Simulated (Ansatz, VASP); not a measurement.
**Be: VASP beside Ansatz**

The input INCAR:

```
SYSTEM = Be
PREC = Accurate
ENCUT = 520
EDIFF = 1E-6
ISMEAR = -1
SIGMA = 0.1
LREAL = .FALSE.
LASPH = .TRUE.
NELM = 80
ALGO = Normal
ISIF = 2
LWAVE = .FALSE.
LCHARG = .FALSE.
GGA = B5
ALDAX = 1.0
AGGAX = 1.0
AGGAC = 1.0
ALDAC = 0.0
NBANDS = 10
```

KPOINTS

```
Automatic mesh
0
G
  12 12 16
  0 0 0
```

POSCAR

```
Be
1.0
    3.5678314525      0.0000000000      0.0000000000
   -1.7839157262      3.0898326743      0.0000000000
    0.0000000000      0.0000000000      2.2056433664
Be
3
Direct
    1.0000000000      0.0000000000      0.0000000000
    0.3333333333      0.6666666667      0.5000000000
    0.6666666667      0.3333333333      0.5000000000
```

Input for Ansatz:

```yaml
crystal:
  lattice:
    - [3.5678314525, 0.0, 0.0]
    - [-1.7839157262, 3.0898326743, 0.0]
    - [0.0, 0.0, 2.2056433664]
  atoms:
    - { symbol: Be, position: [1.0, 0.0, 0.0] }
    - { symbol: Be, position: [0.3333333333, 0.6666666667, 0.5] }
    - { symbol: Be, position: [0.6666666667, 0.3333333333, 0.5] }
hamiltonian:
  xc: blyp
  pseudopotentials:
    kind: paw
    azcp:
      Be: "pseudopotentials/Be.paw.azcp"
basis:
  ecutwfc: 420
  fft_grid_basis: typed
kpoints:
  mp_grid: { grid: [12, 12, 16], shift: [0, 0, 0] }
magnetization:
  spin_polarized: false
scf:
  occupations: { method: fermi_dirac, width: 0.1 }
  lower_state_search: "off"
output:
  stress: true
```

Alike in both runs: task single point; functional BLYP; k mesh 12 × 12 × 16; occupations fermi-dirac, width 0.1 eV; no spin polarisation.

```csv
,VASP,Ansatz
version,VASP 6.6.1,Ansatz 0.2.0
potentials or method,"VASP PAW PBE potentials, release 64 (Be)","plane waves (420 eV) with PAW, scalar-relativistic"
plane-wave cutoff (eV),520,420
valence electrons in the cell,6,6
```

VASP gave:

| Item | Value |
| --- | --- |
| pressure (GPa) | 0.1 |
| largest component of the traceless stress (GPa) | 0.65 |

Question: Estimate Ansatz's values.

Answer: Pressure (GPa): 0.1; largest component of the traceless stress (GPa): 0.48.

Caveats: the PAW data sets were made with another functional, which shifts forces and pressure a little (VASP).
